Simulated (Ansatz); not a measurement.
# Property card for BN

Level of theory: Ansatz 0.2.0, DFT PBE, scalar-relativistic, plane waves, PAW.

Cutoff 420 eV; k points 12×12×4 on the computed 4-atom cell (Γ-centred); Gaussian smearing, width 0.02 eV; no spin polarisation.

The structure is relaxed at this level of theory with its symmetry kept, and needn't be the ground state of this composition.

```
B N
1.0
     2.51215    0.00000    0.00000
    -1.25607    2.17558    0.00000
     0.00000    0.00000    8.35190
B N
2 2
Direct
  0.00000 0.00000 0.50000
  0.33333 0.66667 0.00000
  0.33333 0.66667 0.50000
  0.66667 0.33333 0.00000
```

(1) Formation energy from the elements' standard states (uncorrected)?

(2) Kohn–Sham band gap?

(3) Orbital (Löwdin) character of the top 1 eV of the valence band?

(4) Orbital (Löwdin) character of the lowest 1 eV of the conduction band?

(5) Electron masses at the edge by direction of the standard setting (m_e; one valley, along these axes only; no spin-orbit coupling)?

(6) Hole masses at the edge by direction of the standard setting (m_e; one valley, along these axes only; no spin-orbit coupling)?

(7) Bader charge by site (e)?

The cell holds layers, chains or molecules and no dispersion correction was added, so their binding is poorly described.

Answers

(1) -1.251 eV/atom.

(2) 4.39 eV, indirect from H to Γ.

(3) N 2p 88 %, B 2p 11 %.

(4) B 2p 79 %, N 2p 10 %, unprojected 8 %.

(5) x: 0.89; y: 0.89; z: 0.38.

(6) x: 0.64, 0.64; y: 0.64, 0.64; z: over 30, over 30.

(7) B (1 in the cell) 2.22, B (1 in the cell) 2.22, N (1 in the cell) -2.22, N (1 in the cell) -2.22.

It comes from a database structure that was distorted and then relaxed. Kohn–Sham gaps at this level usually fall short of measured ones. Löwdin shares on free-atom orbitals overweight diffuse shells in the empty bands.
